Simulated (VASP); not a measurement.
**Al15Au8 (a cell with a defect): single point with PBE**

Crystal: Al15Au8 (a cell with a defect).

```xyz
23
Lattice="0.0000 6.0089 6.0089 6.0089 0.0000 6.0089 6.0089 6.0089 0.0000" Properties=species:S:1:pos:R:3 pbc="T T T"
Au   -0.0290   -0.0343   -0.0133
Au    3.0417    3.0365   -0.0134
Au    3.0122   -0.0047    2.9220
Au    5.9616    3.0547    3.1191
Au    0.0006    3.0069    2.9221
Au    3.0601    5.9563    3.1191
Au    2.8645    2.8592    6.0439
Au    6.1571    6.1519    6.0439
Al    1.5064    1.5011    1.4249
Al    4.5108    4.5055    1.5528
Al    7.5153    7.5099    4.3514
Al    4.4725    1.4788    4.5059
Al    7.5084    4.5274    7.5148
Al    7.5375    4.5439    4.5059
Al   10.4978    7.5168    7.5148
Al    1.4841    4.4672    4.5060
Al    4.5327    7.5032    7.5148
Al    4.5491    7.5323    4.5060
Al    7.5221   10.4925    7.5148
Al    4.5106    4.5057    5.2342
Al    7.5152    7.5099   10.5700
Al    7.5153    7.5099    7.7174
Al   10.5197   10.5144   10.3851
```

| Property | Result |
| --- | --- |
| Program | VASP 6.6.1 |
| Task | single point |
| Functional | PBE |
| Potentials or basis | VASP PAW PBE potentials, release 64 (Au, Al) |
| Cutoff | 520 eV |
| k mesh | 2 × 2 × 2 |
| Occupations | fermi-dirac, width 0.05 eV |
| Spin | no spin polarisation |
| Dipole correction | no |
| Further INCAR settings | LREAL = Auto; ALGO = Normal; EDIFF = 1e-06; NBANDS = 84 |

```yaml
Pressure: 1.6 GPa
Largest_force: 0.863 eV/Å
Band_gap_on_the_k_mesh: none (metal or under the smearing width)
```

Forces in eV/Å, atoms in the order of the input:
```
Au  -0.003 -0.002  0.017
Au   0.002  0.003  0.017
Au  -0.040  0.040  0.085
Au  -0.011  0.011  0.024
Au   0.040 -0.040  0.085
Au   0.012 -0.012  0.024
Au   0.046  0.044  0.074
Au  -0.044 -0.046  0.074
Al   0.000  0.000  0.010
Al  -0.001  0.001 -0.005
Al   0.000  0.000  0.157
Al  -0.012  0.004  0.066
Al  -0.038 -0.009  0.013
Al  -0.004  0.012  0.066
Al   0.009  0.038  0.013
Al   0.003 -0.012  0.065
Al  -0.009 -0.038  0.013
Al   0.012 -0.003  0.065
Al   0.038  0.009  0.013
Al   0.000  0.000 -0.863
Al  -0.001  0.001  0.037
Al   0.001 -0.001 -0.031
Al  -0.001  0.001 -0.020
```

Stress tensor (GPa, compression positive):
```
1.70 1.03 0.00
1.03 1.70 0.00
0.00 0.00 1.41
```

Levels at points of the mesh, in eV from the Fermi level:
```
           k point  band 64  band 65  band 66  band 67  band 68  band 69  band 70  band 71
(0.00, 0.00, 0.00)     0.56     0.65     0.68     1.00     1.00     1.18     1.34     1.36
(0.50, 0.00, 0.00)    -0.86    -0.85    -0.83    -0.29    -0.07     1.53     1.55     1.72
(0.00, 0.50, 0.00)    -0.86    -0.85    -0.83    -0.29    -0.07     1.53     1.55     1.72
(0.00, 0.00, 0.50)    -0.86    -0.73    -0.72    -0.34    -0.23     1.49     1.59     1.83
(0.50, 0.50, 0.00)    -0.45    -0.26    -0.19     0.00     0.18     0.43     0.70     0.99
(0.00, 0.50, 0.50)    -0.56    -0.26    -0.21     0.03     0.10     0.49     0.78     1.02
```

It took 5.3 min on 1 thread of Intel(R) Xeon(R) Platinum 8488C (Sapphire Rapids) (shared host), peak memory 0.6 GiB.

Caveat: the k mesh is coarse (spacing up to 0.45 Å⁻¹), so the values aren't converged. The run has no spin-orbit coupling, so splittings on Au are missing.
